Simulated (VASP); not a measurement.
# TiB2 (P6/mmm) in VASP: settings compared

The runs below take TiB2 through single point, with PBEsol, r2SCAN.

All numbers are computed with VASP 6.6.1; they aren't measurements. Logs are shortened: lines on timing, memory, paths and dates and some standing lists are left out, and cuts for length are marked.

**1. Starting point**

The structure is hexagonal, space group P6/mmm (No. 191). The conventional cell has a = 3.019 Å, b = 3.019 Å, c = 3.185 Å, α = 90.00°, β = 90.00°, γ = 120.00°. Ti (site symmetry 6/mmm) has 12 B at 2.36 Å as nearest neighbours. Around B (site symmetry -6m2) lie 3 B at 1.74 Å.

The cell is a database's computed one.

**2. Single point, PBEsol**

Input file INCAR:

```
SYSTEM = TiB2
ALGO = Fast
EDIFF = 1E-7
ENCUT = 520
GGA = PS
ISIF = 2
ISMEAR = 0
LASPH = .True.
LCHARG = .False.
LREAL = .False.
LWAVE = .False.
NELM = 80
PREC = Accurate
SIGMA = 0.5
```

Input file KPOINTS:

```
k-points
0
Gamma
  15 15 14
  0 0 0
```

Input file POSCAR:

```
TiB2
1.0
    3.0188200000      0.0000000000      0.0000000000
   -1.5094100000      2.6143700000      0.0000000000
    0.0000000000      0.0000000000      3.1854700000
Ti B
1 2
Direct
    0.0000000000      1.0000000000      0.0000000000
    0.3333300000      0.6666700000      0.5000000000
    0.6666700000      0.3333300000      0.5000000000
```

Potentials or basis: VASP PAW PBE potentials, release 64 (Ti_sv, B).

On the command line:

```sh
$ cat potpaw_PBE.64/Ti_sv/POTCAR potpaw_PBE.64/B/POTCAR > POTCAR
$ mpirun -np 1 vasp_std > vasp.out
```

OUTCAR:

```text
SYSTEM = TiB2
   EDIFF = 1E-7
   ENCUT = 520
   GGA = PS
   ISIF = 2
   ISMEAR = 0
   LASPH = .True.
   LREAL = .False.
   NELM = 80
   PREC = Accurate

 ion  position               nearest neighbor table
   1  0.000  0.000  0.000-   2 2.36   3 2.36   2 2.36   3 2.36   2 2.36   2 2.36   3 2.36   3 2.36
                             3 2.36   3 2.36   2 2.36   2 2.36
   2  0.333  0.667  0.500-   3 1.74   3 1.74   3 1.74   1 2.36   1 2.36   1 2.36   1 2.36   1 2.36
                             1 2.36
   3  0.667  0.333  0.500-   2 1.74   2 1.74   2 1.74   1 2.36   1 2.36   1 2.36   1 2.36   1 2.36
                             1 2.36

  LATTYP: Found a hexagonal cell.
 ALAT       =     3.0188200000
 C/A-ratio  =     1.0552036889

  Lattice vectors:

 A1 = (   3.0188200000,   0.0000000000,   0.0000000000)
 A2 = (  -1.5094100000,   2.6143700000,   0.0000000000)
 A3 = (   0.0000000000,   0.0000000000,   3.1854700000)

Analysis of symmetry for initial positions (statically):
=====================================================================
 Subroutine PRICEL returns:
 Original cell was already a primitive cell.

 Routine SETGRP: Setting up the symmetry group for a
 hexagonal supercell.

 Subroutine GETGRP returns: Found  8 space group operations
 (whereof  8 operations were pure point group operations)
 out of a pool of 24 trial point group operations.

The static configuration has the point symmetry D_2h.

Analysis of symmetry for dynamics (positions and initial velocities):
=====================================================================
 Subroutine PRICEL returns:
 Original cell was already a primitive cell.

 Routine SETGRP: Setting up the symmetry group for a
 hexagonal supercell.

 Subroutine GETGRP returns: Found  8 space group operations
 (whereof  8 operations were pure point group operations)
 out of a pool of 24 trial point group operations.

The dynamic configuration has the point symmetry D_2h.

 Subroutine INISYM returns: Found  8 space group operations
 (whereof  8 operations are pure point group operations),
 and found     1 'primitive' translations

----------------------------------------------------------------------------------------

                                     Primitive cell

  volume of cell :      25.1407

  direct lattice vectors                    reciprocal lattice vectors
     3.018820000  0.000000000  0.000000000     0.331255259  0.191250665  0.000000000
    -1.509410000  2.614370000  0.000000000     0.000000000  0.382501329  0.000000000
     0.000000000  0.000000000  3.185470000     0.000000000  0.000000000  0.313925418

  length of vectors
     3.018820000  3.018815835  3.185470000     0.382500801  0.382501329  0.313925418

  position of ions in fractional coordinates (direct lattice)
     0.000000000  0.000000000  0.000000000
     0.333330000  0.666670000  0.500000000
     0.666670000  0.333330000  0.500000000

  ion indices of the primitive-cell ions
   primitive index   ion index
                 1           1
                 2           2
                 3           3

----------------------------------------------------------------------------------------

 KPOINTS: k-points

Automatic generation of k-mesh.
 Grid dimensions read from file:
 generate k-points for:   15   15   14

 Generating k-lattice:

  Cartesian coordinates                     Fractional coordinates (reciprocal lattice)
     0.022083684  0.012750044  0.000000000     0.066666667  0.000000000  0.000000000
     0.000000000  0.025500089  0.000000000     0.000000000  0.066666667  0.000000000
     0.000000000  0.000000000  0.022423244     0.000000000  0.000000000  0.071428571

  Length of vectors
     0.025500053  0.025500089  0.022423244

  Shift w.r.t. Gamma in fractional coordinates (k-lattice)
     0.000000000  0.000000000  0.000000000

 Subroutine IBZKPT returns following result:
 ===========================================

 Found    512 irreducible k-points:

 Following reciprocal coordinates:
            Coordinates               Weight
  0.000000  0.000000  0.000000      1.000000
  0.066667 -0.000000  0.000000      4.000000
 -0.066667  0.066667  0.000000      2.000000
  0.133333 -0.000000  0.000000      4.000000
 -0.133333  0.133333  0.000000      2.000000
  0.200000 -0.000000  0.000000      4.000000
[... 16 lines left out ...]
 -0.266667  0.200000  0.000000      4.000000
  0.266667  0.066667  0.000000      4.000000
 [... further k-points ...]
   k-points           NKPTS =    512   k-points in BZ     NKDIM =    512   number of bands    NBANDS=     13
   number of dos      NEDOS =    301   number of ions     NIONS =      3
   total plane-waves  NPLWV =  13824
   dimension x,y,z NGX =    24 NGY =   24 NGZ =   24
   dimension x,y,z NGXF=    48 NGYF=   48 NGZF=   48
   ions per type =               1   2
   NGX,Y,Z   is equivalent  to a cutoff of  13.22, 13.22, 12.53 a.u.
   NGXF,Y,Z  is equivalent  to a cutoff of  26.43, 26.43, 25.05 a.u.
 SYSTEM =  TiB2
   PREC   = accura    normal or accurate (medium, high low for compatibility)
   ISTART =      0    job   : 0-new  1-cont  2-samecut
   ICHARG =      2    charge: 1-file 2-atom 10-const
   ISPIN  =      1    spin polarized calculation?
   LNONCOLLINEAR =      F non collinear calculations
   LSORBIT =      F    spin-orbit coupling
   LASPH  =      T    aspherical Exc in radial PAW
   ENCUT  =  520.0 eV  38.22 Ry    6.18 a.u.   5.61  5.61  5.92*2*pi/ulx,y,z
   NELM   =     80;   NELMIN=  2; NELMDL= -5     # of ELM steps
   EDIFF  = 0.1E-06   stopping-criterion for ELM
   LREAL  =      F    real-space projection
   EDIFFG = 0.1E-05   stopping-criterion for IOM
   NSW    =      0    number of steps for IOM
   IBRION =     -1    ionic relax: 0-MD 1-quasi-New 2-CG
   NFREE  =      0    steps in history (QN), initial steepest desc. (CG)
   ISIF   =      2    stress and relaxation
   ISYM   =      2    0-nonsym 1-usesym 2-fastsym
   POTIM  = 0.5000    time-step for ionic-motion
   TEBEG  =    0.0;   TEEND  =   0.0 temperature during run
   PSTRESS=    0.0 pullay stress
   NELECT =      18.0000    total number of electrons
   NUPDOWN=      -1.0000    fix difference up-down
   EMIN   =  10.00;   EMAX   =-10.00  energy-range for DOS
   EFERMI =   0.00;   METHOD = LEGACY
   ISMEAR =     0;   SIGMA  =   0.50  broadening in eV -4-tet -1-fermi 0-gaus
   EFERMI_NEDOS =   21; number of points for ismear=-14 and -15
   IALGO  =     68    algorithm
   IMIX   =      4    mixing-type and parameters
     AMIX     =   0.40;   BMIX     =  1.00
     AMIX_MAG =   1.60;   BMIX_MAG =  1.00
  volume/ion in A,a.u.               =       8.38        56.55
  Fermi-wavevector in a.u.,A,eV,Ry     =   1.464557  2.767612 29.183523  2.144928
  Thomas-Fermi vector in A             =   2.580519
   LORBIT       =      0    0 simple, 1 ext, 2 COOP (PROOUT), +10 PAW based schemes
   GGA     = PS    functional components
   LHFCALC =     F    Hartree Fock is set to
   AEXX    =    0.0000 exact exchange contribution
   IVDW    =     0    specifies the selected vdW correction
   LEPSILON=     F    determine dielectric tensor
   LRPA    =     F    only Hartree local field effects (RPA)
 non-spin polarized calculation
 RMM-DIIS sequential band-by-band and
 Gauss-broadening in eV      SIGMA  =   0.50
  energy-cutoff  :      520.00
  volume of cell :       25.14
 maximum number of plane-waves:       696
   NGX = 11   NGY = 11   NGZ = 11

 number of electron      17.9999998 magnetization

 Free energy of the ion-electron system (eV)
  ---------------------------------------------------
  ext. energy  EPLUGINS =         0.00000000
  ---------------------------------------------------
  free energy    TOTEN  =       -25.81589978 eV

  energy without entropy =      -25.76421796  energy(sigma->0) =      -25.79005887

 E-fermi :  10.1004     XC(G=0): -12.9716

 val. band max:       10.0818538915   @ k =  -0.0667   0.1333   0.3571
 cond. band min:      10.1488668196   @ k =   0.2667   0.2000   0.0000
 fundamental gap:      0.0670129282
 Fermi energy:        10.1004242407

 k-point     1 :       0.0000    0.0000    0.0000
  band No.  band energies     occupation
      1     -46.4995      2.00000
      2     -22.9564      2.00000
      3     -22.6387      2.00000
      4     -22.6387      2.00000
      5      -3.4357      2.00000
      6       7.4289      2.00000
      7       7.4292      2.00000
      8       7.9351      2.00000
      9       7.9605      2.00000
     10      12.0959      0.00000
     11      12.0959      0.00000
     12      15.9079      0.00000
     13      15.9116      0.00000

 k-point     2 :       0.0667   -0.0000    0.0000
  band No.  band energies     occupation
      1     -46.4969      2.00000
      2     -22.9532      2.00000
      3     -22.6581      2.00000
      4     -22.6431      2.00000
      5      -3.3488      2.00000
      6       7.1821      2.00000
      7       7.4172      2.00000
      8       7.8560      2.00000
      9       8.0029      2.00000
     10      12.0696      0.00000
     11      12.2553      0.00000
     12      13.6741      0.00000
     13      16.5370      0.00000

 k-point     3 :      -0.0667    0.0667    0.0000
  band No.  band energies     occupation
      1     -46.4969      2.00000
      2     -22.9532      2.00000
      3     -22.6581      2.00000
      4     -22.6431      2.00000
      5      -3.3488      2.00000
      6       7.1823      2.00000
      7       7.4170      2.00000
      8       7.8560      2.00000
      9       8.0029      2.00000
     10      12.0697      0.00000
     11      12.2552      0.00000
     12      13.6657      0.00000
     13      16.7059      0.00000

 k-point     4 :       0.1333   -0.0000    0.0000
  band No.  band energies     occupation
      1     -46.4898      2.00000
      2     -22.9442      2.00000
      3     -22.7124      2.00000
      4     -22.6555      2.00000
      5      -3.0917      2.00000
      6       6.5140      2.00000
      7       7.3746      2.00000
      8       7.6618      2.00000
      9       8.1141      2.00000
     10      11.9964      0.00000
     11      12.6722      0.00000
     12      12.9966      0.00000
     13      13.1389      0.00000

 k-point     5 :      -0.1333    0.1333    0.0000
  band No.  band energies     occupation
      1     -46.4898      2.00000
      2     -22.9442      2.00000
      3     -22.7125      2.00000
      4     -22.6554      2.00000
      5      -3.0917      2.00000
      6       6.5141      2.00000
      7       7.3744      2.00000
      8       7.6617      2.00000
      9       8.1141      2.00000
     10      11.9966      0.00000
     11      12.6717      0.00000
     12      12.9963      0.00000
     13      13.1389      0.00000
[... 257 lines left out ...]
 k-point    22 :      -0.0667    0.2667    0.0000
  band No.  band energies     occupation
      1     -46.4718      2.00000
      2     -22.9216      2.00000
      3     -22.8416      2.00000
      4     -22.6907      2.00000
      5      -2.3482      2.00000
      6       5.0544      2.00000
      7       6.8931      2.00000
      8       7.3162      2.00000
      9       8.4811      2.00000
     10      11.6897      0.00001
     11      12.1790      0.00000
     12      12.8419      0.00000
     13      13.6412      0.00000

 k-point    23 :      -0.2667    0.2000    0.0000
  band No.  band energies     occupation
      1     -46.4718      2.00000
      2     -22.9216      2.00000
      3     -22.8416      2.00000
      4     -22.6907      2.00000
      5      -2.3481      2.00000
      6       5.0544      2.00000
      7       6.8930      2.00000
      8       7.3162      2.00000
      9       8.4811      2.00000
     10      11.6897      0.00001
     11      12.1790      0.00000
     12      12.8417      0.00000
     13      13.6413      0.00000

 k-point    24 :       0.2667    0.0667    0.0000
  band No.  band energies     occupation
      1     -46.4598      2.00000
      2     -22.9265      2.00000
      3     -22.9066      2.00000
      4     -22.7133      2.00000
      5      -1.7185      2.00000
      6       4.0027      2.00000
      7       6.6324      2.00000
      8       7.1559      2.00000
      9       8.5459      1.99999
     10      11.4886      0.00009
     11      12.1312      0.00000
     12      12.9102      0.00000
     13      14.0569      0.00000

 [... further k-points ...]

------------------------ aborting loop because EDIFF is reached ----------------------------------------

  FORCE on cell =-STRESS in cart. coord.  units (eV):
  Direction    XX          YY          ZZ          XY          YZ          ZX
  --------------------------------------------------------------------------------------
  -------------------------------------------------------------------------------------
  Total        0.0467470      0.0469068      0.0328747      0.0001386      0.0000000      0.0000000
  in kB        2.9791086      2.9892962      2.0950511      0.0088323      0.0000000      0.0000000
  external PRESSURE =       2.6878187 kB  Pullay stress =       0.0000000 kB

 VOLUME and BASIS-vectors are now :
 -----------------------------------------------------------------------------
  energy-cutoff  :      520.00
  volume of cell :       25.14
      direct lattice vectors                 reciprocal lattice vectors
     3.018820000  0.000000000  0.000000000     0.331255259  0.191250665  0.000000000
    -1.509410000  2.614370000  0.000000000     0.000000000  0.382501329  0.000000000
     0.000000000  0.000000000  3.185470000     0.000000000  0.000000000  0.313925418

 POSITION                                       TOTAL-FORCE (eV/Angst)
 -----------------------------------------------------------------------------------
      0.00000      0.00000      0.00000        -0.000000     -0.000000      0.000000
     -0.00002      1.74292      1.59274         0.000502     -0.000290      0.000000
      1.50943      0.87145      1.59274        -0.000502      0.000290      0.000000
 -----------------------------------------------------------------------------------
    total drift:                                0.000000     -0.000000     -0.000000

  FREE ENERGIE OF THE ION-ELECTRON SYSTEM (eV)
  ---------------------------------------------------
  free  energy   TOTEN  =       -25.8158997832 eV

  energy  without entropy=      -25.7642179602  energy(sigma->0) =      -25.79005887
```

It took 6.2 min on 1 thread of Intel Xeon Platinum 8488C (Sapphire Rapids), shared host; peak memory 0.3 GiB.

Results:

```yaml
Free_energy: -25.8159 eV
Pressure: 0.3 GPa
Band_gap_on_the_k_mesh: none (metal or under the smearing width)
```

Levels at points of the mesh, in eV from the Fermi level:
| k point | band 6 | band 7 | band 8 | band 9 | band 10 | band 11 | band 12 | band 13 |
| --- | --- | --- | --- | --- | --- | --- | --- | --- |
| (0.00, 0.00, 0.00) | -2.67 | -2.67 | -2.17 | -2.14 | 2.00 | 2.00 | 5.81 | 5.81 |
| (0.00, 0.00, 0.50) | -7.66 | -0.53 | -0.53 | -0.22 | -0.22 | 0.47 | 0.47 | 1.84 |

Caveat: the PAW data sets were made with another functional, which shifts forces and pressure a little.

**3. Single point, PBEsol**

INCAR: that of step 2 with these lines changed.

```diff
@@ -3,3 +3,3 @@
 EDIFF = 1E-7
-ENCUT = 520
+ENCUT = 900
 GGA = PS
@@ -13,2 +13,2 @@
 PREC = Accurate
-SIGMA = 0.5
+SIGMA = 0.1
```

KPOINTS is that of step 2.

POSCAR is that of step 2.

Potentials or basis: VASP PAW PBE potentials, release 64 (Ti_sv, B_h).

On the command line:

```sh
$ cat potpaw_PBE.64/Ti_sv/POTCAR potpaw_PBE.64/B_h/POTCAR > POTCAR
$ mpirun -np 1 vasp_std > vasp.out
```

Wall time 20 min (1 thread of Intel Xeon Platinum 8488C (Sapphire Rapids), shared host); peak memory 0.53 GiB.

The run converged. Its results:

| Quantity | Value |
| --- | --- |
| Free energy | -25.8011 eV |
| Pressure | -0.1 GPa |
| Band gap on the k mesh | none (metal or under the smearing width) |

Stress tensor (GPa, compression positive):
```
-0.16  0.00  0.00
 0.00 -0.16  0.00
 0.00  0.00 -0.05
```

Levels at points of the mesh, in eV from the Fermi level:
| k point | band 6 | band 7 | band 8 | band 9 | band 10 | band 11 | band 12 | band 13 |
| --- | --- | --- | --- | --- | --- | --- | --- | --- |
| (0.00, 0.00, 0.00) | -2.72 | -2.72 | -2.21 | -2.19 | 1.94 | 1.94 | 5.76 | 5.76 |
| (0.00, 0.00, 0.50) | -7.71 | -0.58 | -0.58 | -0.28 | -0.27 | 0.42 | 0.42 | 1.79 |

Caveat: the PAW data sets were made with another functional, which shifts forces and pressure a little.

**4. Single point, r2SCAN**

Input file INCAR:

```
SYSTEM = TiB2
ALGO = Normal
EDIFF = 1E-7
ENCUT = 520
ISIF = 2
ISMEAR = 0
LASPH = .True.
LCHARG = .False.
LMIXTAU = .True.
LREAL = .False.
LWAVE = .False.
METAGGA = R2SCAN
NELM = 80
PREC = Accurate
SIGMA = 0.1
```

KPOINTS is that of step 3.

POSCAR is that of step 3.

Potentials or basis: VASP PAW PBE potentials, release 64 (Ti_sv, B).

On the command line:

```sh
$ cat potpaw_PBE.64/Ti_sv/POTCAR potpaw_PBE.64/B/POTCAR > POTCAR
$ mpirun -np 1 vasp_std > vasp.out
```

Wall time 5.4 min (1 thread of Intel Xeon Platinum 8488C (Sapphire Rapids), shared host); peak memory 0.3 GiB.

Results (log left out):

| Item | Value |
| --- | --- |
| Free energy | -30.9638 eV |
| Pressure | 4.7 GPa |
| Band gap on the k mesh | none (metal or under the smearing width) |

Stress tensor (GPa, compression positive):
```
3.59 0.00 0.00
0.00 3.59 0.00
0.00 0.00 6.96
```

Levels at points of the mesh, in eV from the Fermi level:
```csv
k point,band 7,band 8,band 9,band 10,band 11,band 12
"(0.00, 0.00, 0.00)",-2.91,-2.51,-2.23,2.03,2.03,4.00
"(0.00, 0.00, 0.50)",-0.69,-0.69,-0.31,-0.31,0.46,0.46
```

Caveat: the PAW data sets were made with another functional, which shifts forces and pressure a little.

**5. The runs side by side**

| level | potentials or basis | cutoff (eV) | smearing | further INCAR settings | gap on the mesh (eV) | pressure (GPa) |
| --- | --- | --- | --- | --- | --- | --- |
| PBEsol | VASP PAW PBE potentials, release 64 (Ti_sv, B) | 520 | gaussian 0.5 eV | ALGO = Fast; EDIFF = 1e-07 | none | 0.3 |
| PBEsol | VASP PAW PBE potentials, release 64 (Ti_sv, B_h) | 900 | gaussian 0.1 eV | ALGO = Fast; EDIFF = 1e-07 | none | -0.1 |
| r2SCAN | VASP PAW PBE potentials, release 64 (Ti_sv, B) | 520 | gaussian 0.1 eV | ALGO = Normal; EDIFF = 1e-07 | none | 4.7 |

Alike in all rows: task single point; no spin polarisation; cell as given; k mesh 15 × 15 × 14.

Caveats: the PAW data sets were made with another functional, which shifts forces and pressure a little.

Total energies depend on the potentials used, so only differences within one code and one set of settings carry meaning.
